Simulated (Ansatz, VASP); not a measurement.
One calculation of Ru, two programs

```
Ru
1.0
     2.70580    0.00000    0.00000
    -1.35290    2.34329    0.00000
     0.00000    0.00000    4.28190
Ru
2
Direct
  0.66667 0.33333 0.75000
  0.33333 0.66667 0.25000
```

Alike in both runs: task relaxation of cell and atoms; functional RPBE; k mesh 11 × 11 × 6; occupations fermi-dirac, width 0.05 eV; no spin polarisation.

|  | VASP | Ansatz |
| --- | --- | --- |
| version | VASP 6.6.1 | Ansatz 0.2.0 |
| potentials or method | VASP PAW PBE potentials, release 64 (Ru_pv) | Ansatz PAW |
| plane-wave cutoff (eV) | 600 | 420 |
| valence electrons in the cell | 28 | 32 |

Ansatz gave:

```
relaxed volume (Å³/atom)                                     : 13.97
relaxed cell length with the largest relative difference (Å) : 2.733
energy change over the relaxation (meV/atom)                 : -11
```

Problem. Which values does VASP return?

Solution. Relaxed volume (Å³/atom): 13.96; relaxed cell length with the largest relative difference (Å): 2.732; energy change over the relaxation (meV/atom): -10.

The two sets of potentials don't hold the same shells in valence.

Caveats: the PAW data sets were made with another functional, which shifts forces and pressure a little (VASP); the plane-wave basis is chosen anew once the cell has moved, so the energies of steps on either side of that aren't comparable (Ansatz); the PAW data sets come from PBE, with cores solved anew for the run's functional, which leaves a small shift of forces and pressure (Ansatz). RPBE and its kin give volumes clearly too large for solids. Zero-point motion and thermal expansion aren't in these numbers.
